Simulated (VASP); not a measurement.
# Bi (Pm-3m) in VASP: notebook, part 2 of 2

VASP 6.6.1. The steps go on from the part before.

## (3) Single point, PBEsol (strained and moved within the space group)

Input file INCAR:

```
PREC = Accurate
ENCUT = 520
EDIFF = 1E-7
ISMEAR = 0
SIGMA = 0.1
LREAL = False
LASPH = True
NELM = 80
ALGO = Normal
ISIF = 2
LWAVE = False
LCHARG = False
GGA = PS
NBANDS = 8
```

Input file KPOINTS:

```
regular mesh
0
Gamma
  16 16 16
```

Input file POSCAR:

```
As
1.0
    2.7170920059      0.0000000000      0.0000000000
    0.0000000000      2.7170920059      0.0000000000
    0.0000000000      0.0000000000      2.7170920059
As
1
Direct
    0.5000000000      0.5000000000      0.5000000000
```

Potentials or basis: VASP PAW PBE potentials, release 64 (As).

On the command line:

```console
> cat potpaw_PBE.64/As/POTCAR > POTCAR
> mpirun -np 1 vasp_std > vasp.out
```

OUTCAR:

```text
PREC = Accurate
   ENCUT = 520
   EDIFF = 1E-7
   ISMEAR = 0
   LREAL = False
   LASPH = True
   NELM = 80
   ISIF = 2
   GGA = PS

 ion  position               nearest neighbor table
   1  0.500  0.500  0.500-

  LATTYP: Found a simple cubic cell.
 ALAT       =     2.7170920059

  Lattice vectors:

 A1 = (   2.7170920059,   0.0000000000,   0.0000000000)
 A2 = (   0.0000000000,   2.7170920059,   0.0000000000)
 A3 = (   0.0000000000,   0.0000000000,   2.7170920059)

Analysis of symmetry for initial positions (statically):
=====================================================================
 Subroutine PRICEL returns:
 Original cell was already a primitive cell.

 Routine SETGRP: Setting up the symmetry group for a
 simple cubic supercell.

 Subroutine GETGRP returns: Found 48 space group operations
 (whereof 48 operations were pure point group operations)
 out of a pool of 48 trial point group operations.

The static configuration has the point symmetry O_h .

Analysis of symmetry for dynamics (positions and initial velocities):
=====================================================================
 Subroutine PRICEL returns:
 Original cell was already a primitive cell.

 Routine SETGRP: Setting up the symmetry group for a
 simple cubic supercell.

 Subroutine GETGRP returns: Found 48 space group operations
 (whereof 48 operations were pure point group operations)
 out of a pool of 48 trial point group operations.

The dynamic configuration has the point symmetry O_h .

 Subroutine INISYM returns: Found 48 space group operations
 (whereof 48 operations are pure point group operations),
 and found     1 'primitive' translations

----------------------------------------------------------------------------------------

                                     Primitive cell

  volume of cell :      20.0592

  direct lattice vectors                    reciprocal lattice vectors
     2.717092006  0.000000000  0.000000000     0.368040537  0.000000000  0.000000000
     0.000000000  2.717092006  0.000000000     0.000000000  0.368040537  0.000000000
     0.000000000  0.000000000  2.717092006     0.000000000  0.000000000  0.368040537

  length of vectors
     2.717092006  2.717092006  2.717092006     0.368040537  0.368040537  0.368040537

  position of ions in fractional coordinates (direct lattice)
     0.500000000  0.500000000  0.500000000

  ion indices of the primitive-cell ions
   primitive index   ion index
                 1           1

----------------------------------------------------------------------------------------

 KPOINTS: regular mesh

Automatic generation of k-mesh.
 Grid dimensions read from file:
 generate k-points for:   16   16   16

 Generating k-lattice:

  Cartesian coordinates                     Fractional coordinates (reciprocal lattice)
     0.023002534  0.000000000  0.000000000     0.062500000  0.000000000  0.000000000
     0.000000000  0.023002534  0.000000000     0.000000000  0.062500000  0.000000000
     0.000000000  0.000000000  0.023002534     0.000000000  0.000000000  0.062500000

  Length of vectors
     0.023002534  0.023002534  0.023002534

  Shift w.r.t. Gamma in fractional coordinates (k-lattice)
     0.000000000  0.000000000  0.000000000

 Subroutine IBZKPT returns following result:
 ===========================================

 Found    165 irreducible k-points:

 Following reciprocal coordinates:
            Coordinates               Weight
  0.000000  0.000000  0.000000      1.000000
  0.062500  0.000000  0.000000      6.000000
  0.125000  0.000000  0.000000      6.000000
  0.187500  0.000000  0.000000      6.000000
  0.250000  0.000000  0.000000      6.000000
  0.312500  0.000000  0.000000      6.000000
[... 16 lines left out ...]
  0.437500  0.125000  0.000000     24.000000
  0.500000  0.125000  0.000000     12.000000
 [... further k-points ...]
   k-points           NKPTS =    165   k-points in BZ     NKDIM =    165   number of bands    NBANDS=      8
   number of dos      NEDOS =    301   number of ions     NIONS =      1
   total plane-waves  NPLWV =   8000
   dimension x,y,z NGX =    20 NGY =   20 NGZ =   20
   dimension x,y,z NGXF=    40 NGYF=   40 NGZF=   40
   ions per type =               1
   NGX,Y,Z   is equivalent  to a cutoff of  12.24, 12.24, 12.24 a.u.
   NGXF,Y,Z  is equivalent  to a cutoff of  24.47, 24.47, 24.47 a.u.
 SYSTEM =  unknown system
   PREC   = accura    normal or accurate (medium, high low for compatibility)
   ISTART =      0    job   : 0-new  1-cont  2-samecut
   ICHARG =      2    charge: 1-file 2-atom 10-const
   ISPIN  =      1    spin polarized calculation?
   LNONCOLLINEAR =      F non collinear calculations
   LSORBIT =      F    spin-orbit coupling
   LASPH  =      T    aspherical Exc in radial PAW
   ENCUT  =  520.0 eV  38.22 Ry    6.18 a.u.   5.05  5.05  5.05*2*pi/ulx,y,z
   NELM   =     80;   NELMIN=  2; NELMDL= -5     # of ELM steps
   EDIFF  = 0.1E-06   stopping-criterion for ELM
   LREAL  =      F    real-space projection
   EDIFFG = 0.1E-05   stopping-criterion for IOM
   NSW    =      0    number of steps for IOM
   IBRION =     -1    ionic relax: 0-MD 1-quasi-New 2-CG
   NFREE  =      0    steps in history (QN), initial steepest desc. (CG)
   ISIF   =      2    stress and relaxation
   ISYM   =      2    0-nonsym 1-usesym 2-fastsym
   POTIM  = 0.5000    time-step for ionic-motion
   TEBEG  =    0.0;   TEEND  =   0.0 temperature during run
   PSTRESS=    0.0 pullay stress
   NELECT =       5.0000    total number of electrons
   NUPDOWN=      -1.0000    fix difference up-down
   EMIN   =  10.00;   EMAX   =-10.00  energy-range for DOS
   EFERMI =   0.00;   METHOD = LEGACY
   ISMEAR =     0;   SIGMA  =   0.10  broadening in eV -4-tet -1-fermi 0-gaus
   EFERMI_NEDOS =   21; number of points for ismear=-14 and -15
   IALGO  =     38    algorithm
   IMIX   =      4    mixing-type and parameters
     AMIX     =   0.40;   BMIX     =  1.00
     AMIX_MAG =   1.60;   BMIX_MAG =  1.00
  volume/ion in A,a.u.               =      20.06       135.37
  Fermi-wavevector in a.u.,A,eV,Ry     =   1.030292  1.946970 14.442617  1.061502
  Thomas-Fermi vector in A             =   2.164383
   LORBIT       =      0    0 simple, 1 ext, 2 COOP (PROOUT), +10 PAW based schemes
   GGA     = PS    functional components
   LHFCALC =     F    Hartree Fock is set to
   AEXX    =    0.0000 exact exchange contribution
   IVDW    =     0    specifies the selected vdW correction
   LEPSILON=     F    determine dielectric tensor
   LRPA    =     F    only Hartree local field effects (RPA)
 non-spin polarized calculation
 Gauss-broadening in eV      SIGMA  =   0.10
  energy-cutoff  :      520.00
  volume of cell :       20.06
 maximum number of plane-waves:       554
   NGX = 11   NGY = 11   NGZ = 11

 number of electron       5.0000001 magnetization

 Free energy of the ion-electron system (eV)
  ---------------------------------------------------
  ext. energy  EPLUGINS =         0.00000000
  ---------------------------------------------------
  free energy    TOTEN  =        -5.03094434 eV

  energy without entropy =       -5.02976421  energy(sigma->0) =       -5.03035428

 E-fermi :   5.6484     XC(G=0): -10.4951

 val. band max:        5.5862177737   @ k =   0.3750   0.2500   0.1250
 cond. band min:       5.6616878509   @ k =   0.1875   0.1875   0.1250
 fundamental gap:      0.0754700772
 Fermi energy:         5.6483988094

 k-point     1 :       0.0000    0.0000    0.0000
  band No.  band energies     occupation
      1      -9.2212      2.00000
      2       9.7271      0.00000
      3       9.7271      0.00000
      4       9.7271      0.00000
      5      14.1267      0.00000
      6      14.1267      0.00000
      7      15.9069      0.00000
      8      30.3919      0.00000

 k-point     2 :       0.0625    0.0000    0.0000
  band No.  band energies     occupation
      1      -9.1501      2.00000
      2       8.7678      0.00000
      3       9.7897      0.00000
      4       9.7897      0.00000
      5      14.1909      0.00000
      6      14.8157      0.00000
      7      16.3671      0.00000
      8      29.1463      0.00000
[... 221 lines left out ...]
 k-point    23 :       0.4375    0.1250    0.0000
  band No.  band energies     occupation
      1      -6.0860      2.00000
      2      -0.5488      2.00000
      3       9.3666      0.00000
      4      12.0898      0.00000
      5      16.1353      0.00000
      6      17.9045      0.00000
      7      20.8152      0.00000
      8      21.0302      0.00000

 k-point    24 :       0.5000    0.1250    0.0000
  band No.  band energies     occupation
      1      -5.8475      2.00000
      2      -0.9435      2.00000
      3       9.5274      0.00000
      4      12.2150      0.00000
      5      15.8801      0.00000
      6      18.1558      0.00000
      7      20.5496      0.00000
      8      21.0760      0.00000

 [... further k-points ...]
[... 5 lines left out ...]
  --------------------------------------------------------------------------------------
  -------------------------------------------------------------------------------------
  Total       -0.3007160     -0.3007160     -0.3007160      0.0000000     -0.0000000      0.0000000
  in kB      -24.0189573    -24.0189573    -24.0189573      0.0000000     -0.0000000      0.0000000
  external PRESSURE =     -24.0189573 kB  Pullay stress =       0.0000000 kB

 VOLUME and BASIS-vectors are now :
 -----------------------------------------------------------------------------
  energy-cutoff  :      520.00
  volume of cell :       20.06
      direct lattice vectors                 reciprocal lattice vectors
     2.717092006  0.000000000  0.000000000     0.368040537  0.000000000  0.000000000
     0.000000000  2.717092006  0.000000000     0.000000000  0.368040537  0.000000000
     0.000000000  0.000000000  2.717092006     0.000000000  0.000000000  0.368040537

 POSITION                                       TOTAL-FORCE (eV/Angst)
 -----------------------------------------------------------------------------------
      1.35855      1.35855      1.35855         0.000000      0.000000      0.000000
 -----------------------------------------------------------------------------------
    total drift:                                0.000000      0.000000      0.000000

  FREE ENERGIE OF THE ION-ELECTRON SYSTEM (eV)
  ---------------------------------------------------
  free  energy   TOTEN  =        -5.0309443437 eV

  energy  without entropy=       -5.0297642148  energy(sigma->0) =       -5.03035428
```

stdout:

```text
POSCAR found type information on POSCAR As
 POSCAR found :  1 types and       1 ions
 scaLAPACK will be used
 -----------------------------------------------------------------------------
|                                                                             |
|                                                                             |
|     You enforced a specific xc type in the INCAR file but a different       |
|     I HOPE YOU KNOW WHAT YOU ARE DOING!                                     |
|                                                                             |
 -----------------------------------------------------------------------------

 LDA part: xc-table for (Slater+PW92), standard interpolation
 POSCAR, INCAR and KPOINTS ok, starting setup
 FFT: planning ... GRIDC
 FFT: planning ... GRID_SOFT
 FFT: planning ... GRID
 WAVECAR not read
 entering main loop
```

It took 23 s on 1 thread of Intel Xeon Platinum 8175M at 2.50GHz (Skylake/Cascade Lake), shared host; peak memory 0.14 GiB.

What came out:

```yaml
Free_energy: -5.0309 eV
Pressure: -2.4 GPa
Band_gap_on_the_k_mesh: none (metal or under the smearing width)
```

Caveat: the PAW data sets were made with another functional, which shifts forces and pressure a little.

## (4) Single point, PBEsol (As replaced by Bi, lengths x 1.146, strained and moved within the space group)

Input file INCAR:

```
SYSTEM = Bi
ALGO = Fast
EDIFF = 1E-6
ENCUT = 520
GGA = PS
ISIF = 2
ISMEAR = 0
LASPH = .TRUE.
LCHARG = .FALSE.
LREAL = .FALSE.
LWAVE = .FALSE.
NBANDS = 14
NELM = 80
PREC = Accurate
SIGMA = 0.1
```

Input file KPOINTS:

```
k-points
0
G
  14 14 14
  0 0 0
```

Input file POSCAR:

```
Bi
1.0
    2.9972385111      0.0000000000      0.0000000000
    0.0000000000      2.9972385111      0.0000000000
    0.0000000000      0.0000000000      2.9972385111
Bi
1
Direct
    0.5000000000      0.5000000000      0.5000000000
```

Potentials or basis: VASP PAW PBE potentials, release 64 (Bi_d).

On the command line:

```console
> cat potpaw_PBE.64/Bi_d/POTCAR > POTCAR
> mpirun -np 1 vasp_std > vasp.out
```

OUTCAR:

```text
SYSTEM = Bi
   EDIFF = 1E-6
   ENCUT = 520
   GGA = PS
   ISIF = 2
   ISMEAR = 0
   LASPH = .TRUE.
   LREAL = .FALSE.
   NELM = 80
   PREC = Accurate

 ion  position               nearest neighbor table
   1  0.500  0.500  0.500-

  LATTYP: Found a simple cubic cell.
 ALAT       =     2.9972385111

  Lattice vectors:

 A1 = (   2.9972385111,   0.0000000000,   0.0000000000)
 A2 = (   0.0000000000,   2.9972385111,   0.0000000000)
 A3 = (   0.0000000000,   0.0000000000,   2.9972385111)

Analysis of symmetry for initial positions (statically):
=====================================================================
 Subroutine PRICEL returns:
 Original cell was already a primitive cell.

 Routine SETGRP: Setting up the symmetry group for a
 simple cubic supercell.

 Subroutine GETGRP returns: Found 48 space group operations
 (whereof 48 operations were pure point group operations)
 out of a pool of 48 trial point group operations.

The static configuration has the point symmetry O_h .

Analysis of symmetry for dynamics (positions and initial velocities):
[... 162 lines left out ...]
 val. band max:        9.5789218038   @ k =   0.2857   0.2143   0.0000
 cond. band min:       9.6697270914   @ k =   0.2857   0.2143   0.0714
 fundamental gap:      0.0908052876
 Fermi energy:         9.6336680372

 k-point     1 :       0.0000    0.0000    0.0000
  band No.  band energies     occupation
      1     -13.8053      2.00000
      2     -13.8053      2.00000
      3     -13.1062      2.00000
      4     -13.1062      2.00000
      5     -13.1062      2.00000
      6      -5.3996      2.00000
      7      13.3575      0.00000
      8      13.3575      0.00000
      9      13.3575      0.00000
     10      17.2762      0.00000
     11      18.2910      0.00000
     12      18.2910      0.00000
     13      27.4442      0.00000
     14      27.4442      0.00000
[... 377 lines left out ...]
      1     -13.6485      2.00000
      2     -13.3527      2.00000
      3     -13.2593      2.00000
      4     -13.2489      2.00000
      5     -13.1643      2.00000
      6      -2.6635      2.00000
      7       5.4410      2.00000
      8      10.2023      0.00000
      9      16.3288      0.00000
     10      17.0565      0.00000
     11      19.6760      0.00000
     12      23.0931      0.00000
     13      24.6176      0.00000
     14      25.9666      0.00000

 [... further k-points ...]
[... 5 lines left out ...]
  --------------------------------------------------------------------------------------
  -------------------------------------------------------------------------------------
  Total        3.2124619      3.2124619      3.2124619     -0.0000000      0.0000000     -0.0000000
  in kB      191.1545556    191.1545556    191.1545556     -0.0000000      0.0000000     -0.0000000
  external PRESSURE =     191.1545556 kB  Pullay stress =       0.0000000 kB

 VOLUME and BASIS-vectors are now :
 -----------------------------------------------------------------------------
  energy-cutoff  :      520.00
  volume of cell :       26.93
      direct lattice vectors                 reciprocal lattice vectors
     2.997238511  0.000000000  0.000000000     0.333640448  0.000000000  0.000000000
     0.000000000  2.997238511  0.000000000     0.000000000  0.333640448  0.000000000
     0.000000000  0.000000000  2.997238511     0.000000000  0.000000000  0.333640448

 POSITION                                       TOTAL-FORCE (eV/Angst)
 -----------------------------------------------------------------------------------
      1.49862      1.49862      1.49862         0.000000      0.000000      0.000000
 -----------------------------------------------------------------------------------
    total drift:                                0.000000     -0.000000     -0.000000

  FREE ENERGIE OF THE ION-ELECTRON SYSTEM (eV)
  ---------------------------------------------------
  free  energy   TOTEN  =        -3.9642389100 eV

  energy  without entropy=       -3.9618037537  energy(sigma->0) =       -3.96302133
```

OSZICAR:

```text
N       E                     dE             d eps       ncg     rms          rms(c)
DAV:   1     0.118149816278E+03    0.11815E+03   -0.81379E+03  3384   0.133E+03
DAV:   2     0.317448302252E+01   -0.11498E+03   -0.11014E+03  3582   0.348E+02
DAV:   3    -0.381295268768E+01   -0.69874E+01   -0.69322E+01  4278   0.826E+01
DAV:   4    -0.397530969894E+01   -0.16236E+00   -0.16231E+00  4536   0.131E+01
DAV:   5    -0.398022355982E+01   -0.49139E-02   -0.49137E-02  4618   0.208E+00    0.905E-01
RMM:   6    -0.396941991890E+01    0.10804E-01   -0.73058E-03  4558   0.958E-01    0.505E-01
RMM:   7    -0.396423489586E+01    0.51850E-02   -0.72938E-03  4529   0.909E-01    0.774E-02
RMM:   8    -0.396422086994E+01    0.14026E-04   -0.97488E-04  4968   0.323E-01    0.183E-02
RMM:   9    -0.396424019724E+01   -0.19327E-04   -0.25307E-04  5605   0.132E-01    0.108E-02
RMM:  10    -0.396423857420E+01    0.16230E-05   -0.23662E-05  4972   0.481E-02    0.229E-03
RMM:  11    -0.396423891003E+01   -0.33583E-06   -0.73546E-06  3624   0.218E-02
   1 F= -.39642389E+01 E0= -.39630213E+01  d E =-.243516E-02
```

stdout:

```text
POSCAR found type information on POSCAR Bi
 POSCAR found :  1 types and       1 ions
 scaLAPACK will be used
 -----------------------------------------------------------------------------
|                                                                             |
|                                                                             |
|     You enforced a specific xc type in the INCAR file but a different       |
|     I HOPE YOU KNOW WHAT YOU ARE DOING!                                     |
|                                                                             |
 -----------------------------------------------------------------------------

 LDA part: xc-table for (Slater+PW92), standard interpolation
 POSCAR, INCAR and KPOINTS ok, starting setup
 FFT: planning ... GRIDC
 FFT: planning ... GRID_SOFT
 FFT: planning ... GRID
 WAVECAR not read
 entering main loop
WARNING in EDDRMM: call to ZHEGV failed, returncode =   6  3     11
```

It took 39 s on 1 thread of Intel Xeon Platinum 8175M at 2.50GHz (Skylake/Cascade Lake), shared host; peak memory 0.16 GiB.

Results:

```yaml
Free_energy: -3.9642 eV
Pressure: 19.1 GPa
Band_gap_on_the_k_mesh: none (metal or under the smearing width)
```

Caveat: so large a pressure means that the cell lies far from this level's equilibrium, or that cutoff or potentials fall short; the potentials were made for another functional, which shifts forces and pressure; spin-orbit coupling is left out, which moves the levels of the heavy elements.

## (5) The runs side by side

| potentials or basis | cell | k mesh | gap on the mesh (eV) | pressure (GPa) |
| --- | --- | --- | --- | --- |
| VASP PAW PBE potentials, release 64 (Bi_d) | As replaced by Bi, lengths x 1.146, strained and moved within the space group | 6 × 6 × 6 | none | 6.1 |
| VASP PAW PBE potentials, release 64 (As) | strained and moved within the space group | 16 × 16 × 16 | none | -2.4 |
| VASP PAW PBE potentials, release 64 (Bi_d) | As replaced by Bi, lengths x 1.146, strained and moved within the space group | 14 × 14 × 14 | none | 19.1 |

Alike in all rows: task single point; level PBEsol; no spin polarisation; cutoff (eV) 520; smearing gaussian 0.1 eV.

Caveats: the PAW data sets were made with another functional, which shifts forces and pressure a little (some runs); spin-orbit coupling is left out, which moves the levels of the heavy elements (some runs); so large a pressure means that the cell lies far from this level's equilibrium, or that cutoff or potentials fall short (some runs); the potentials were made for another functional, which shifts forces and pressure (some runs).

Absolute energies hang on the potentials; compare differences alone.
